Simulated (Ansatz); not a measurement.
# MoS2 (P-3m1) in Ansatz: reference runs

Aim: a first look at MoS2 with PBE, on the cell as given and on a disturbed one.

Program: Ansatz 0.2.0. These are calculated values, not measurements. Logs are shortened: lines on timing, memory, paths and dates and some standing lists are left out, and cuts for length are marked.

**1. The crystal as given**

It takes space group P-3m1 (No. 164, trigonal). The conventional cell has a = 3.227 Å, b = 3.227 Å, c = 6.312 Å, α = 90.00°, β = 90.00°, γ = 120.00°. Mo (site symmetry -3m) has 6 S at 2.42 Å as nearest neighbours. Around S (site symmetry 3m) lie 3 Mo at 2.42 Å.

Measurements of this composition are mostly on another form, of space group No. 194.

**2. Single point, PBE**

Input file input.yaml:

```yaml
crystal:
  lattice:
    - [3.2274645616, 0.0, 0.0]
    - [-1.6137322808, 2.7950663001, 0.0]
    - [0.0, 0.0, 6.31247342]
  atoms:
    - { symbol: Mo, position: [0.0, 0.0, 0.5] }
    - { symbol: S, position: [0.6666666667, 0.3333333333, 0.74468068] }
    - { symbol: S, position: [0.3333333333, 0.6666666667, 0.25531932] }
kpoints:
  mp_grid: { grid: [9, 9, 4] }
scf:
  occupations: { method: fermi_dirac, width: 0.05 }
hamiltonian:
  xc: pbe
  pseudopotentials: { kind: all_electron, lapw: { basis_error: 0.001 } }
output:
  forces: true
  stress: true
  eigenvalues: true
  populations: true
```

Potentials or basis: all-electron LAPW, scalar-relativistic.

Command:

```
ansatz run input.yaml --threads 2 --pin off --max-ram 6144MiB --backend cpu --events-out ev --progress --plain --runs-dir out
```

Output:

```text
Warning: RAYON_NUM_THREADS=2 ignored (pool sized by the plan → 2); use --threads N
Mo: projections on atomic orbitals take those of the free atom 1s2 2s2 2p6 3s2 3p6 3d10 4s2 4p6 4d5 5s1, of charge +0.00 (hamiltonian.pseudopotentials.projection_atoms)
S: projections on atomic orbitals take those of the free atom 1s2 2s2 2p6 3s2 3p4, of charge +0.00 (hamiltonian.pseudopotentials.projection_atoms)
LAPW: plane waves up to 8.235 Å⁻¹, error target 1.0e-3 eV per atom; small_component_spin mean_spin; S in spheres of 1.073 Å, 14 of its electrons in bands, Dirac shells []; Mo in spheres of 1.347 Å, 30 of its electrons in bands, Dirac shells [] (how accurate: hamiltonian.pseudopotentials.lapw.basis_error, Limitations)
Engine: ansatz 0.2.0, x86_64-unknown-linux-gnu
Pseudopotentials: kind: all_electron
Pseudopotential: Mo, LAPW, valence charge 30, lapw/all_electron/scalar/gaussian/Mo, Koelling and Harmon's equation, gaussian nucleus
Pseudopotential: S, LAPW, valence charge 14, lapw/all_electron/scalar/gaussian/S, Koelling and Harmon's equation, gaussian nucleus
Functional definition: PBE
  parameter kappa = 0.804
  parameter beta = 0.06672455060314922
  exchange = pbe_x(kappa = kappa, mu = beta*pi^2/3)
  correlation = pbe_c(beta = beta)
Crystal: 3 atoms, lattice volume = 56.945 Å³
Basis set: ecut = 258.3887040048037 eV, 527 PW (Γ), exchange–correlation at level 2
Bands: 35, of which v1, the nominal top of the filled ones, is band 29 counted from 1 (28 counted from 0)
Symmetry: 12 space group operations
Space group: P-3m1 (ITA 164), of the structure as read, at distance tolerance 3.8e-5 Å
k-points: 43 of 324
Non-local potential: Mo, projectors of the file, none
Non-local potential: S, projectors of the file, none
Initial density: superposition of atomic densities (chi_scale 0.1, normalization cell, long waves kept (reshape's long-wave potential 0.17 eV rms))
Initial wavefunctions: plane waves of lowest kinetic energy (no species holds an atomic orbital)
Functional: x = pbe(κ = 0.804, μ = 0.2195149727645171), c = pbe(β = 0.06672455060314922)
iter 1 solved again at ethr=7.11e-3 eV; its pass at ethr=1.00e-1 eV (dr2=4.12e0 eV) is discarded
SCF iter   1: F=—  HF=-131906.617661 eV  |F-HF|=—  |Δ(HF+E_count)|=         —  Δρ=6.69e-2  dr2=4.13e0  ethr=7.11e-3  ⟨swp⟩=2.0  Hψ=10015  notcnv=0
preconditioner: auto → LDOS  [metal: Δε(μ)=0.071 eV  Ē_g=10.121 eV  σ=0.050 eV  W_gap=0.31  n_scr=22 (ndim 8)  ℏωp=20.9 eV  f_vac=0.132  D(μ)=1.71/eV (n_scr^D=10)  β→1.0]
iter 2 solved again at ethr=4.28e-4 eV; its pass at ethr=7.11e-3 eV (dr2=2.48e-1 eV) is discarded
SCF iter   2: F=—  HF=-131905.169693 eV  |F-HF|=—  |Δ(HF+E_count)|=    1.45e0  Δρ=2.35e-2  dr2=2.51e-1  ethr=4.28e-4  ⟨swp⟩=2.1  Hψ=7478  notcnv=0
SCF iter   3: F=—  HF=-131905.064198 eV  |F-HF|=—  |Δ(HF+E_count)|=   1.05e-1  Δρ=8.13e-3  dr2=5.74e-2  ethr=4.28e-4  ⟨swp⟩=3.0  Hψ=4961  notcnv=0
SCF iter   4: F=—  HF=-131905.028546 eV  |F-HF|=—  |Δ(HF+E_count)|=         —  Δρ=2.09e-3  dr2=4.46e-3  ethr=9.90e-5  ⟨swp⟩=3.0  Hψ=4917  notcnv=0
the basis was enlarged: its passes take 1.4 MiB over the memory plan, 2 of 2 planned eigensolver slots
SCF iter   5: F=—  HF=-131905.028096 eV  |F-HF|=—  |Δ(HF+E_count)|=   4.49e-4  Δρ=3.07e-4  dr2=1.58e-4  ethr=7.69e-6  ⟨swp⟩=2.0  Hψ=4239  notcnv=0
SCF iter   6: F=—  HF=-131905.028070 eV  |F-HF|=—  |Δ(HF+E_count)|=   2.63e-5  Δρ=5.49e-5  dr2=1.91e-6  ethr=2.72e-7  ⟨swp⟩=2.0  Hψ=4239  notcnv=0
SCF iter   7: F=-131905.028070 eV  HF=-131905.028070 eV  |F-HF|=1.90e-8  |Δ(HF+E_count)|=   1.62e-7  Δρ=1.41e-5  dr2=7.65e-8  ethr=3.30e-9  ⟨swp⟩=2.2  Hψ=4249  notcnv=0
SCF 1 converged in 7 iterations: F = -131905.028070 eV  dr2 = 7.65e-8
SCF converged after 7 iterations
Free energy (F): -131905.028070 eV
Harris-Foulkes:  -131905.028070 eV  (|F-HF|=1.90e-8)
Internal energy: -131905.019211 eV  (E = F + TS)
E sigma→0 (E₀):  -131905.023640 eV
Entropy (-TS):   -0.008859 eV (-2.953 meV/atom)
Fermi energy:    11.353684 eV
--- Per-component energies (eV) ---
  E_band       = -6863.779524
  E_kinetic    = 136000.192796
  E_xc         = -4766.795904
  E_electrostatic = -263138.416103  (all electrons and nuclei)
  E_smearing   = -0.008859  (= −TS)
  E_closure    = 0.000000  (closes the sum)
  E_atoms      = -131884.088107  (free atoms, spherical and without spin; not in F)
  Σ components = -131905.028070   (vs F -131905.028070, Δ=0.00e0)
  Basis errors (estimates in eV, not in F): energy 4.7e-4 per atom: plane waves 4.2e-4 (2.4e-4 summed), levels above the bands 2.6e-62, relativity 3.7e-8, radial functions 4.9e-5, core shells 2.4e-7; eigenvalues (radial functions only) 2.5e-6; not estimated: angular momenta, meshes, grids; target (lapw.basis_error) 1.0e-3; muffin-tin radii S 1.073 Å, Mo 1.347 Å
--- Forces (eV/Å), atoms counted from 1 ---
  atom   1  Mo     0.00000000    -0.00000000     0.00000000
  atom   2  S     -0.00000000     0.00000000     0.28377456
  atom   3  S      0.00000000     0.00000000    -0.28377456
  max |Σ_I F_I| component: 2.63e-31 eV/Å
--- Stress (GPa, compression-positive) ---
        0.141328       0.000000       0.000000
        0.000000       0.141328      -0.000000
        0.000000      -0.000000       3.018943
  P = ⅓ Tr σ = 1.1005 GPa (11.005 kbar)
--- Band table (eV; the first three rows and the last of 43) ---
  k-point 0: bands = ["-365.3011", "-365.3011", "-365.2680", "-207.1914", "-207.1914", "-207.1626", "-207.1626", "-207.1550", "-194.7160", "-194.7160", "-139.5093", "-139.5093", "-139.5093", "-139.5093", "-139.4631", "-139.4631", "-50.4294", "-24.4563", "-24.4262", "-24.4262", "-3.4764", "-2.0361", "4.7009", "7.3284", "7.3284", "9.5180", "10.3043", "10.4090", "10.4090", "11.0302", "11.0302", "14.5440", "14.5440", "17.3965", "17.5778"]
  k-point 1: bands = ["-365.3011", "-365.3011", "-365.2680", "-207.1914", "-207.1914", "-207.1626", "-207.1626", "-207.1550", "-194.7160", "-194.7160", "-139.5093", "-139.5093", "-139.5093", "-139.5093", "-139.4631", "-139.4631", "-50.4294", "-24.4563", "-24.4262", "-24.4262", "-3.3955", "-2.1729", "5.0353", "7.3330", "7.3330", "8.5416", "10.4059", "10.4059", "10.9612", "10.9963", "10.9963", "14.6217", "14.6217", "17.2930", "18.2664"]
  k-point 2: bands = ["-365.3011", "-365.3011", "-365.2680", "-207.1914", "-207.1914", "-207.1626", "-207.1626", "-207.1550", "-194.7160", "-194.7160", "-139.5093", "-139.5093", "-139.5093", "-139.5093", "-139.4631", "-139.4631", "-50.4294", "-24.4563", "-24.4262", "-24.4262", "-3.2950", "-2.3271", "5.4798", "7.3376", "7.3376", "7.7835", "10.4029", "10.4029", "10.9631", "10.9631", "11.2847", "14.7000", "14.7000", "17.3556", "19.0232"]
  k-point 42: bands = ["-365.3011", "-365.3011", "-365.2680", "-207.1914", "-207.1914", "-207.1626", "-207.1626", "-207.1550", "-194.7160", "-194.7160", "-139.5093", "-139.5093", "-139.5093", "-139.5093", "-139.4631", "-139.4631", "-50.3941", "-24.6514", "-24.6514", "-24.3828", "-1.4028", "-1.4028", "5.8135", "5.8135", "6.1678", "7.5462", "7.5462", "7.5868", "11.7261", "11.7261", "11.9925", "14.9647", "14.9647", "19.0754", "19.0754"]
--- Löwdin populations: 3 sites ---
  site symbol       q [e]
     0     Mo     41.6138
     1      S     16.1000
     2      S     16.1000
  spilling = 0.002517 (of n_electrons = 74.000000)
```

Run time: 19 s. Hardware: 2 threads of Intel Xeon at 2.50GHz (Skylake/Cascade Lake), shared host; peak memory 0.42 GiB.

Results:

* Free energy: -131905.0281 eV
* Pressure: 1.1 GPa
* Largest force: 0.284 eV/Å
* Band gap on the k mesh: none (metal or under the smearing width)

Forces in eV/Å, atoms in the order of the input:
```
Mo   0.000  0.000  0.000
S    0.000  0.000  0.284
S    0.000  0.000 -0.284
```

Levels at points of the mesh, in eV from the Fermi level:
| k point | band 26 | band 27 | band 28 | band 29 | band 30 | band 31 | band 32 | band 33 |
| --- | --- | --- | --- | --- | --- | --- | --- | --- |
| (0.00, 0.00, 0.00) | -1.84 | -1.05 | -0.94 | -0.94 | -0.32 | -0.32 | 3.19 | 3.19 |
| (0.00, 0.00, -0.50) | -3.57 | -0.95 | -0.95 | -0.39 | -0.39 | -0.07 | 3.35 | 3.35 |

Caveat: this functional lacks dispersion, which binds the layers, so the pressure and a relaxed spacing across them are unreliable.

**3. Single point, PBE (atoms moved at random, drawn with an rms of 0.05 Å)**

input.yaml, as its differences from that of step 2:

```diff
@@ -6,5 +6,5 @@
   atoms:
-    - { symbol: Mo, position: [0.0, 0.0, 0.5] }
-    - { symbol: S, position: [0.6666666667, 0.3333333333, 0.74468068] }
-    - { symbol: S, position: [0.3333333333, 0.6666666667, 0.25531932] }
+    - { symbol: Mo, position: [-0.005971, -0.018267, 0.499297] }
+    - { symbol: S, position: [0.655641, 0.322237, 0.748237] }
+    - { symbol: S, position: [0.333808, 0.686877, 0.252564] }
 kpoints:
```

Potentials or basis: all-electron LAPW, scalar-relativistic.

Command:

```
ansatz run input.yaml --threads 2 --pin off --max-ram 6144MiB --backend cpu --events-out ev --progress --plain --runs-dir out
```

It took 98 s on 2 threads of Intel Xeon at 2.50GHz (Skylake/Cascade Lake), shared host; peak memory 0.72 GiB.

Results (log left out):

| Quantity | Value |
| --- | --- |
| Free energy | -131905.0019 eV |
| Pressure | -0.3 GPa |
| Largest force | 0.567 eV/Å |
| Band gap on the k mesh | none (metal or under the smearing width) |

Forces in eV/Å, atoms in the order of the input:
```
Mo  -0.259  0.379  0.265
S    0.053  0.131 -0.128
S    0.206 -0.511 -0.137
```

Stress tensor (GPa, compression positive):
```
 0.16 -0.43 -0.66
-0.43 -1.72  2.74
-0.66  2.74  0.71
```

Levels at points of the mesh, in eV from the Fermi level:
```tsv
k point	band 25	band 26	band 27	band 28	band 29	band 30	band 31	band 32	band 33	band 34
(0.00, 0.00, 0.00)	-3.86	-1.81	-1.19	-1.04	-0.97	-0.17	-0.10	2.94	3.21	6.13
(0.00, 0.00, -0.50)	-3.89	-3.52	-1.10	-0.99	-0.33	-0.21	-0.01	3.10	3.36	6.14
```
